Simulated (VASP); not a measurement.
Write the native input for VASP 6.6.1 that does the following.

* Task: single point
* Functional: PBE
* Potentials or basis: VASP PAW PBE potentials, release 64 (Hf_pv, O)
* Cutoff: 520 eV
* k mesh: 5 × 6 × 5
* Occupations: gaussian, width 0.012 eV
* Spin: no spin polarisation
* Further INCAR settings: ALGO = Normal; EDIFF = 1e-06; NBANDS = 56

The structure of HfO2 lies in POSCAR:

```
HfO2
1.0
    5.2194633600      0.0000000000      0.0000000000
    0.0000000000      5.0047636900      0.0000000000
    0.0000000000      0.0000000000      5.0326850500
Hf O
4 8
Direct
    0.9669940000      0.7325208200      0.7414403500
    0.5330060000      0.7325208200      0.2414403500
    0.4669940000      0.2674791800      0.7414403500
    0.0330060000      0.2674791800      0.2414403500
    0.6321274500      0.9286454000      0.8792672600
    0.8678725500      0.9286454000      0.3792672600
    0.2339485200      0.5398830500      0.4922923900
    0.2660514800      0.5398830500      0.9922923900
    0.7660514800      0.4601169500      0.9922923900
    0.7339485200      0.4601169500      0.4922923900
    0.1321274500      0.0713546000      0.8792672600
    0.3678725500      0.0713546000      0.3792672600
```

Measurements of this composition are mostly on another form, of space group No. 14.

One way to write it, as run:

INCAR

```
PREC = Accurate
ENCUT = 520
EDIFF = 1E-6
ISMEAR = 0
SIGMA = 0.012
LREAL = F
LASPH = T
NELM = 60
ALGO = Normal
ISIF = 2
LWAVE = F
LCHARG = F
GGA = PE
NBANDS = 56
```

KPOINTS

```
Automatic mesh
0
Gamma
  5 6 5
```

Potentials or basis: VASP PAW PBE potentials, release 64 (Hf_pv, O).

Launch:

```bash
$ cat potpaw_PBE.64/Hf_pv/POTCAR potpaw_PBE.64/O/POTCAR > POTCAR
$ mpirun -np 1 vasp_std > vasp.out
```

Results of the run:

| Quantity | Value |
| --- | --- |
| Pressure | 6.3 GPa |
| Largest force | 0.069 eV/Å |
| Band gap on the k mesh | 4.44 eV, indirect (least direct gap 4.64 eV) |

Caveat: spin-orbit coupling is left out, which moves the levels of the heavy elements; an odd mesh through Γ misses points on the zone boundary, where band edges often lie.

Wall time 4.5 min on 1 thread of Intel(R) Xeon(R) Platinum 8488C (Sapphire Rapids) (shared host), peak memory 0.35 GiB.
